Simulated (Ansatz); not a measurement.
# Te2Mo (P2_1/m) in Ansatz: settings compared

The runs below take Te2Mo through band structure, with LDA, PBEsol, BLYP.

Program: Ansatz 0.2.0. These are calculated values, not measurements. Logs are shortened: lines on timing, memory, paths and dates and some standing lists are left out, and cuts for length are marked.

## 1. The crystal as given

Symmetry: P2_1/m, No. 11, monoclinic system. Conventional cell: a = 6.330 Å, b = 3.469 Å, c = 13.860 Å, α = 90.00°, β = 93.92°, γ = 90.00°. Te (site symmetry m) is surrounded by 3 Mo at 2.79 to 2.81 Å. Te (site symmetry m) has 3 Mo at 2.70 Å as nearest neighbours. Te (site symmetry m) is surrounded by 3 Mo at 2.79 to 2.82 Å. Around Te (site symmetry m) lie 3 Mo at 2.70 to 2.71 Å. Mo (site symmetry m) is surrounded by 6 Te at 2.70 to 2.82 Å and 2 Mo at 2.89 Å. Mo (site symmetry m) has 6 Te at 2.70 to 2.81 Å and 2 Mo at 2.90 Å as nearest neighbours.

## 2. Band structure, LDA

input.yaml reads:

```yaml
crystal:
  lattice:
    - [6.33, 0.0, 0.0]
    - [0.0, 3.469, 0.0]
    - [-0.9467947088, 0.0, 13.8276237937]
  atoms:
    - { symbol: Te, position: [0.9437, 0.75, 0.6045] }
    - { symbol: Te, position: [0.0563, 0.25, 0.3955] }
    - { symbol: Te, position: [0.903, 0.25, 0.8514] }
    - { symbol: Te, position: [0.097, 0.75, 0.1486] }
    - { symbol: Te, position: [0.4112, 0.75, 0.8955] }
    - { symbol: Te, position: [0.5888, 0.25, 0.1045] }
    - { symbol: Te, position: [0.4432, 0.25, 0.6484] }
    - { symbol: Te, position: [0.5568, 0.75, 0.3516] }
    - { symbol: Mo, position: [0.8167, 0.75, 0.9926] }
    - { symbol: Mo, position: [0.1833, 0.25, 0.0074] }
    - { symbol: Mo, position: [0.6819, 0.25, 0.4934] }
    - { symbol: Mo, position: [0.3181, 0.75, 0.5066] }
hamiltonian:
  xc: lda
  pseudopotentials: { kind: paw }
kpoints:
  mp_grid: { grid: [4, 8, 2] }
  band_path:
    path:
      - [[0.0, 0.0, 0.0], [0.0, 0.0, 0.5], [-0.4866717952, 0.0, 0.5727927773], [-0.5, 0.0, 0.5], [-0.5, 0.5, 0.5], [-0.5133282048, 0.5, 0.4272072227], [-0.5, 0.5, 0.0], [-0.5, 0.0, 0.0], [-0.5133282048, 0.0, 0.4272072227]]
      - [[-0.4866717952, 0.5, 0.5727927773], [0.0, 0.5, 0.5], [0.0, 0.5, 0.0]]
      - [[0.0, 0.0, 0.5], [0.0, 0.5, 0.5]]
    npoints: 10
scf:
  occupations: { method: fermi_dirac, width: 0.05 }
  n_extra_bands: 30
output:
  forces: true
  stress: true
  eigenvalues: true
  fatbands: true
  write_density: true
  write_potential: true
  elf: true
  volumetric_format: npy
```

Potentials or basis: Ansatz PAW.

The run is started by

```sh
$ ansatz run input.yaml --threads 4 --pin off --max-ram 11264MiB --backend cpu --events-out ev --progress --plain --runs-dir out
```

The log of the run:

```text
Warning: RAYON_NUM_THREADS=4 ignored (pool sized by the plan → 4); use --threads N
scf.n_extra_bands = 30 over 92 filled bands (N_el = 184.0): the run solves 122 bands
Engine: ansatz 0.2.0, x86_64-unknown-linux-gnu
Pseudopotentials: kind: paw
Pseudopotential: Te, paw, valence charge 16, recommended cutoff 420 eV (normal), Te.paw.azcp
Pseudopotential: Mo, paw, valence charge 14, recommended cutoff 420 eV (normal), Mo.paw.azcp
Functional definition: SPW92
  exchange = slater_x
  correlation = pw_c
Crystal: 12 atoms, lattice volume = 303.638 Å³
Basis set: ecut = 420 eV, 5919 PW (Γ)
Bands: 122, of which v1, the nominal top of the filled ones, is band 92 counted from 1 (91 counted from 0)
Symmetry: 4 space group operations
Space group: P21/m (ITA 11), of the structure as read, at distance tolerance 6.7e-5 Å
k-points: 30 of 64
Non-local potential: Te, projectors of the file, l = 0: 2, l = 1: 2, l = 2: 2, l = 3: 2
Non-local potential: Mo, projectors of the file, l = 0: 3, l = 1: 2, l = 2: 2, l = 3: 1
PAW form: soft (Blöchl's): semilocal exchange-correlation on the pseudo side does not see the compensation charge
PAW frozen core: Te, regenerated for the run's functional, and the local potential with it (the file was generated under x = pbe(κ = 0.804, μ = 0.2195149727645171), c = pbe(β = 0.06672455060314922))
PAW frozen core: Mo, regenerated for the run's functional, and the local potential with it (the file was generated under x = pbe(κ = 0.804, μ = 0.2195149727645171), c = pbe(β = 0.06672455060314922))
PAW one-centre angular grid: Te, 590 points (default); XC on 64 Gauss nodes
PAW one-centre angular grid: Mo, 590 points (default); XC on 64 Gauss nodes
Initial density: superposition of atomic densities (neutral atoms: chi_scale 0, normalization atom), corrected by the library's trained network
Initial wavefunctions: pseudopotential atomic-orbital guess
Functional: x = slater, c = lda
SCF iter   1: F=—  HF=-73992.207546 eV  |F-HF|=—  |Δ(HF+E_count)|=         —  Δρ=7.90e-3  dr2=2.42e-1  ethr=1.77e-3  ⟨swp⟩=6.0  Hψ=13912  notcnv=0  defer=256
preconditioner: auto → LDOS  [metal: Δε(μ)=0.017 eV  Ē_g=8.912 eV  σ=0.050 eV  W_gap=0.08  n_scr=82 (ndim 8)  ℏωp=18.1 eV  f_vac=0.028  D(μ)=4.31/eV (n_scr^D=16)  β→1.0]
SCF iter   2: F=—  HF=-73992.215365 eV  |F-HF|=—  |Δ(HF+E_count)|=   7.82e-3  Δρ=5.70e-3  dr2=3.26e-1  ethr=1.32e-4  ⟨swp⟩=2.5  Hψ=5971  notcnv=0  defer=556
SCF iter   3: F=—  HF=-73992.181773 eV  |F-HF|=—  |Δ(HF+E_count)|=   3.36e-2  Δρ=1.58e-3  dr2=2.47e-2  ethr=1.32e-4  ⟨swp⟩=2.0  Hψ=4212  notcnv=0  defer=556
SCF iter   4: F=—  HF=-73992.178911 eV  |F-HF|=—  |Δ(HF+E_count)|=   2.86e-3  Δρ=2.48e-4  dr2=2.27e-4  ethr=1.34e-5  ⟨swp⟩=2.0  Hψ=3752  notcnv=0  defer=556
SCF iter   5: F=—  HF=-73992.178828 eV  |F-HF|=—  |Δ(HF+E_count)|=   8.34e-5  Δρ=4.57e-5  dr2=1.08e-5  ethr=1.23e-7  ⟨swp⟩=2.0  Hψ=5752  notcnv=0  defer=556
SCF iter   6: F=—  HF=-73992.178930 eV  |F-HF|=—  |Δ(HF+E_count)|=   1.02e-4  Δρ=1.23e-5  dr2=6.92e-7  ethr=5.87e-9  ⟨swp⟩=2.0  Hψ=6046  notcnv=0  defer=556
SCF iter   7: F=-73992.178930 eV  HF=-73992.178930 eV  |F-HF|=6.99e-8  |Δ(HF+E_count)|=   1.54e-8  Δρ=4.64e-6  dr2=9.84e-8  ethr=5.43e-11  ⟨swp⟩=16.7  Hψ=29697  notcnv=0
SCF 1 converged in 7 iterations: F = -73992.178930 eV  dr2 = 9.84e-8
NSCF: frozen V_eff on 113 k-points
SCF converged after 7 iterations
Free energy (F): -73992.178930 eV
Harris-Foulkes:  -73992.178930 eV  (|F-HF|=6.99e-8)
Internal energy: -73992.142966 eV  (E = F + TS)
E sigma→0 (E₀):  -73992.160948 eV
Entropy (-TS):   -0.035964 eV (-2.997 meV/atom)
Fermi energy:    12.182472 eV
--- Per-component energies (eV) ---
  E_band       = -2374.430264
  E_kinetic    = 3227.436693
  E_local      = -15273.779258  (includes V_loc(G=0)·N_el)
  E_nonlocal   = -1842.587044
  E_hartree    = 8463.648567
  E_xc         = -1723.760056
  E_vxc        = -1757.893878  (∫ρ·V_xc dr)
  E_paw        = -48441.340138  (= ΣΔE_a)
  E_vpaw       = -3654.899537  (= ΣTr[D̂ρ^β])
  E_aug_tail   = -0.001440  (compensation charges beyond the density's cutoff)
  E_ewald      = -18409.080843
  E_core_change = 7.320554  (= ΣΔE_core)
  E_smearing   = -0.035964  (= −TS)
  E_closure    = 0.000000  (closes the sum)
  Σ components = -73992.178930   (vs F -73992.178930, Δ=0.00e0)
--- Forces (eV/Å), atoms counted from 1 ---
  atom   1  Te     0.02142682     0.00000000    -0.27656949
  atom   2  Te    -0.02142682     0.00000000     0.27656949
  atom   3  Te    -0.00313603     0.00000000     0.37457617
  atom   4  Te     0.00313603     0.00000000    -0.37457617
  atom   5  Te     0.01752113     0.00000000     0.31183108
  atom   6  Te    -0.01752113     0.00000000    -0.31183108
  atom   7  Te     0.00581034     0.00000000    -0.41001779
  atom   8  Te    -0.00581034     0.00000000     0.41001779
  atom   9  Mo     0.18878572     0.00000000     0.01443327
  atom  10  Mo    -0.18878572     0.00000000    -0.01443327
  atom  11  Mo    -0.26782282     0.00000000     0.01651784
  atom  12  Mo     0.26782282     0.00000000    -0.01651784
  max |Σ_I F_I| component: 1.11e-16 eV/Å
--- Stress (GPa, compression-positive) ---
       -3.045323       0.000000       0.086966
        0.000000      -3.316633       0.000000
        0.086966       0.000000      -3.633805
  P = ⅓ Tr σ = -3.3319 GPa (-33.319 kbar)
--- Band table (eV; the first three rows and the last of 30) ---
  k-point 0: bands = ["-48.7538", "-48.7306", "-48.6968", "-48.6721", "-24.7342", "-24.7265", "-24.7186", "-24.7183", "-24.7028", "-24.6946", "-24.6925", "-24.6867", "-24.6853", "-24.6853", "-24.6808", "-24.6671", "-24.6606", "-24.6605", "-24.6580", "-24.6543", "-24.6495", "-24.6356", "-24.6317", "-24.6281", "-24.6275", "-24.6255", "-24.6156", "-24.6137", "-24.5963", "-24.5924", "-24.5866", "-24.5809", "-24.5792", "-24.5745", "-24.5497", "-24.5490", "-24.5412", "-24.5381", "-24.5329", "-24.5288", "-24.5128", "-24.5048", "-24.4970", "-24.4926", "-23.0507", "-23.0303", "-22.9607", "-22.9466", "-22.9383", "-22.9231", "-22.8055", "-22.7864", "-22.7796", "-22.7597", "-22.6340", "-22.6080", "-1.0628", "-0.7436", "-0.1598", "0.3574", "0.7803", "0.9663", "0.9757", "1.2117", "6.2417", "6.4025", "6.5521", "7.1010", "7.5536", "7.6998", "7.9424", "8.0841", "8.7058", "9.5883", "9.5894", "9.6814", "9.7008", "9.7413", "9.8646", "10.1719", "10.3433", "10.3615", "10.7599", "10.9241", "11.2548", "11.4618", "11.5745", "11.6898", "11.7617", "12.0709", "12.2752", "12.3023", "12.6155", "12.8631", "13.0949", "13.1939", "13.2740", "13.9326", "14.1886", "14.2065", "14.4044", "14.8565", "15.1493", "15.1505", "15.3274", "15.4668", "15.6077", "15.7726", "16.6874", "16.8033", "17.1983", "17.6368", "17.9275", "18.1620", "18.5367", "18.9748", "19.3622", "19.5766", "19.6205", "19.8042", "20.4076", "20.4356"]
  k-point 1: bands = ["-48.7538", "-48.7306", "-48.6968", "-48.6721", "-24.7342", "-24.7265", "-24.7186", "-24.7183", "-24.7028", "-24.6946", "-24.6925", "-24.6867", "-24.6853", "-24.6853", "-24.6808", "-24.6671", "-24.6606", "-24.6605", "-24.6580", "-24.6543", "-24.6495", "-24.6357", "-24.6317", "-24.6281", "-24.6275", "-24.6255", "-24.6156", "-24.6137", "-24.5963", "-24.5924", "-24.5866", "-24.5809", "-24.5792", "-24.5745", "-24.5497", "-24.5490", "-24.5412", "-24.5381", "-24.5329", "-24.5288", "-24.5128", "-24.5048", "-24.4970", "-24.4926", "-23.0507", "-23.0303", "-22.9607", "-22.9466", "-22.9383", "-22.9231", "-22.8055", "-22.7864", "-22.7796", "-22.7597", "-22.6340", "-22.6080", "-0.9559", "-0.9221", "0.1219", "0.1475", "0.8020", "0.8145", "1.1480", "1.1659", "6.3453", "6.3929", "6.8217", "6.8566", "7.2747", "7.4019", "8.0856", "8.2972", "9.1634", "9.3060", "9.6234", "9.6430", "9.7061", "9.7363", "9.9520", "9.9995", "10.3042", "10.4649", "10.7265", "10.8227", "11.3912", "11.4251", "11.5015", "11.5527", "12.1190", "12.1574", "12.1701", "12.1703", "12.6298", "12.7392", "13.1161", "13.1761", "13.6586", "13.8833", "14.1757", "14.2545", "14.2739", "14.2875", "15.4145", "15.4165", "15.4284", "15.4585", "15.5227", "15.5297", "16.8327", "16.9996", "17.2506", "17.4593", "17.9764", "18.0455", "18.6794", "18.8085", "19.0911", "19.1398", "20.1231", "20.1362", "20.6001", "20.6823"]
  k-point 2: bands = ["-48.7508", "-48.7275", "-48.6981", "-48.6735", "-24.7316", "-24.7233", "-24.7202", "-24.7184", "-24.7001", "-24.6935", "-24.6913", "-24.6882", "-24.6871", "-24.6856", "-24.6800", "-24.6674", "-24.6616", "-24.6609", "-24.6584", "-24.6559", "-24.6487", "-24.6359", "-24.6284", "-24.6282", "-24.6259", "-24.6242", "-24.6172", "-24.6154", "-24.5929", "-24.5891", "-24.5872", "-24.5824", "-24.5809", "-24.5762", "-24.5503", "-24.5488", "-24.5414", "-24.5398", "-24.5326", "-24.5286", "-24.5126", "-24.5050", "-24.4966", "-24.4924", "-23.0469", "-23.0267", "-22.9817", "-22.9594", "-22.9368", "-22.9132", "-22.8266", "-22.8008", "-22.7740", "-22.7472", "-22.6352", "-22.6091", "-0.8873", "-0.5698", "-0.0410", "0.4590", "0.8667", "1.0476", "1.0805", "1.3150", "6.4248", "6.5918", "6.7237", "7.2032", "7.5924", "7.8979", "8.0392", "8.0812", "8.6299", "9.1740", "9.3005", "9.3936", "9.5370", "9.7826", "9.8882", "9.9044", "10.3013", "10.3735", "10.3760", "10.8210", "11.0079", "11.2254", "11.2555", "11.2712", "11.6014", "11.9198", "11.9276", "12.0883", "12.1786", "12.4459", "13.2920", "13.4200", "13.4725", "13.9300", "14.0248", "14.0895", "14.2866", "14.3249", "14.4809", "14.6699", "14.8932", "15.3306", "15.3501", "15.5081", "16.9448", "16.9997", "17.7803", "18.2257", "18.8429", "19.0087", "19.2543", "19.5428", "19.8764", "19.9441", "20.1903", "20.2006", "20.3850", "20.5423"]
  k-point 29: bands = ["-48.7195", "-48.7195", "-48.6956", "-48.6956", "-24.7328", "-24.7328", "-24.7045", "-24.7045", "-24.6997", "-24.6997", "-24.6986", "-24.6986", "-24.6736", "-24.6736", "-24.6723", "-24.6723", "-24.6666", "-24.6666", "-24.6604", "-24.6604", "-24.6411", "-24.6411", "-24.6279", "-24.6279", "-24.6243", "-24.6243", "-24.6053", "-24.6053", "-24.5899", "-24.5899", "-24.5880", "-24.5880", "-24.5701", "-24.5701", "-24.5514", "-24.5514", "-24.5445", "-24.5445", "-24.5289", "-24.5289", "-24.5082", "-24.5082", "-24.4928", "-24.4928", "-23.0869", "-23.0869", "-23.0656", "-23.0656", "-22.8708", "-22.8708", "-22.8463", "-22.8463", "-22.6942", "-22.6942", "-22.6676", "-22.6676", "1.0424", "1.0424", "1.1405", "1.1405", "1.4097", "1.4097", "1.4734", "1.4734", "6.2248", "6.2248", "6.3008", "6.3008", "7.2342", "7.2342", "7.3553", "7.3553", "8.5500", "8.5500", "8.7844", "8.7844", "9.5020", "9.5020", "9.5819", "9.5819", "9.8330", "9.8330", "9.8933", "9.8933", "10.3150", "10.3150", "10.4009", "10.4009", "11.1418", "11.1418", "11.2255", "11.2255", "13.1859", "13.1859", "13.2074", "13.2074", "13.8232", "13.8232", "13.9253", "13.9253", "14.3395", "14.3395", "14.4799", "14.4799", "15.4566", "15.4566", "15.5921", "15.5921", "16.6499", "16.6499", "16.8350", "16.8350", "17.1985", "17.1985", "17.4393", "17.4393", "18.2727", "18.2727", "18.5335", "18.5335", "19.2569", "19.2569"]
```

Wall time 2.2 min (4 threads of Intel Xeon at 2.50GHz (Skylake/Cascade Lake), shared host); peak memory 2.6 GiB.

Results:

* Free energy: -73992.1789 eV
* Pressure: -3.3 GPa
* Largest force: 0.410 eV/Å
* Band gap on the k mesh: none (metal or under the smearing width)

Forces in eV/Å, atoms in the order of the input:
```
Te   0.021  0.000 -0.277
Te  -0.021  0.000  0.277
Te  -0.003  0.000  0.375
Te   0.003  0.000 -0.375
Te   0.018  0.000  0.312
Te  -0.018  0.000 -0.312
Te   0.006  0.000 -0.410
Te  -0.006  0.000  0.410
Mo   0.189  0.000  0.014
Mo  -0.189  0.000 -0.014
Mo  -0.268  0.000  0.017
Mo   0.268  0.000 -0.017
```

Levels at the corners of the path, in eV from the Fermi level:
```tsv
point	band 88	band 89	band 90	band 91	band 92	band 93	band 94	band 95	band 96	band 97
Γ	-0.49	-0.42	-0.11	0.09	0.12	0.43	0.68	0.91	1.01	1.09
Y	-0.63	-0.06	-0.03	-0.01	-0.01	0.45	0.56	0.93	0.99	1.48
H	-0.87	-0.86	-0.81	-0.65	-0.40	-0.03	0.02	0.85	0.93	1.35
C	-0.88	-0.86	-0.81	-0.64	-0.41	-0.03	0.02	0.84	0.93	1.34
E	-1.78	-1.04	-1.04	-0.96	-0.96	1.00	1.00	1.02	1.02	1.64
M1	-1.78	-1.04	-1.04	-0.96	-0.96	1.00	1.00	1.03	1.03	1.64
A	-1.78	-1.05	-1.05	-0.96	-0.96	0.99	0.99	1.06	1.06	1.74
X	-0.88	-0.85	-0.81	-0.65	-0.56	-0.08	-0.02	0.88	0.90	1.43
H1	-0.87	-0.86	-0.81	-0.65	-0.40	-0.03	0.02	0.85	0.93	1.35
M	-1.78	-1.04	-1.04	-0.96	-0.96	1.00	1.00	1.03	1.03	1.64
D	-1.74	-1.54	-1.54	-1.46	-1.46	1.01	1.01	1.14	1.14	1.25
Z	-1.71	-1.50	-1.50	-1.45	-1.45	1.02	1.02	1.14	1.14	1.22
Y	-0.63	-0.06	-0.03	-0.01	-0.01	0.45	0.56	0.93	0.99	1.48
D	-1.74	-1.54	-1.54	-1.46	-1.46	1.01	1.01	1.14	1.14	1.25
```

Caveat: spin-orbit coupling is left out, which moves the levels of the heavy elements; the PAW data sets come from PBE, with cores solved anew for the run's functional, which leaves a small shift of forces and pressure.

## 3. Band structure, PBEsol

input.yaml: that of step 2 with these lines changed.

```diff
@@ -19,3 +19,3 @@
 hamiltonian:
-  xc: lda
+  xc: pbesol
   pseudopotentials: { kind: paw }
@@ -36,6 +36,2 @@
   eigenvalues: true
-  fatbands: true
-  write_density: true
-  write_potential: true
-  elf: true
-  volumetric_format: npy
+  fatbands: false
```

Potentials or basis: Ansatz PAW.

The run is started by

```sh
$ ansatz run input.yaml --threads 4 --pin off --max-ram 11264MiB --backend cpu --events-out ev --progress --plain --runs-dir out
```

Run time: 91 s. Hardware: 4 threads of Intel Xeon at 2.50GHz (Skylake/Cascade Lake), shared host; peak memory 2.3 GiB.

Results (log left out):

- Free energy: -74805.1950 eV
- Pressure: -1.4 GPa
- Largest force: 0.230 eV/Å
- Band gap on the k mesh: none (metal or under the smearing width)

Forces in eV/Å, atoms in the order of the input:
```
Te   0.052  0.000 -0.154
Te  -0.052  0.000  0.154
Te  -0.003  0.000  0.155
Te   0.003  0.000 -0.155
Te   0.043  0.000  0.190
Te  -0.043  0.000 -0.190
Te   0.001  0.000 -0.193
Te  -0.001  0.000  0.193
Mo   0.145  0.000  0.024
Mo  -0.145  0.000 -0.024
Mo  -0.228  0.000  0.031
Mo   0.228  0.000 -0.031
```

Stress tensor (GPa, compression positive):
```
-1.15  0.00  0.08
 0.00 -1.59  0.00
 0.08  0.00 -1.57
```

Levels at the corners of the path, in eV from the Fermi level:
```csv
point,band 89,band 90,band 91,band 92,band 93,band 94,band 95,band 96
Γ,-0.43,-0.11,0.09,0.12,0.43,0.68,0.92,1.02
Y,-0.06,-0.02,-0.01,-0.01,0.45,0.56,0.94,1.00
H,-0.86,-0.81,-0.65,-0.40,-0.04,0.02,0.86,0.94
C,-0.86,-0.81,-0.64,-0.41,-0.03,0.02,0.86,0.94
E,-1.06,-1.06,-0.97,-0.97,1.02,1.02,1.04,1.04
M1,-1.06,-1.06,-0.98,-0.98,1.02,1.02,1.04,1.04
A,-1.07,-1.07,-0.98,-0.98,1.01,1.01,1.07,1.07
X,-0.86,-0.82,-0.65,-0.56,-0.08,-0.02,0.90,0.91
H1,-0.86,-0.81,-0.65,-0.40,-0.04,0.02,0.86,0.94
M,-1.06,-1.06,-0.98,-0.98,1.02,1.02,1.04,1.04
D,-1.55,-1.55,-1.46,-1.46,1.00,1.00,1.15,1.15
Z,-1.51,-1.51,-1.46,-1.46,1.02,1.02,1.16,1.16
Y,-0.06,-0.02,-0.01,-0.01,0.45,0.56,0.94,1.00
D,-1.55,-1.55,-1.46,-1.46,1.00,1.00,1.15,1.15
```

Caveat: spin-orbit coupling is left out, which moves the levels of the heavy elements; the PAW data sets come from PBE, with cores solved anew for the run's functional, which leaves a small shift of forces and pressure.

(Continued in part 2 of 2.)
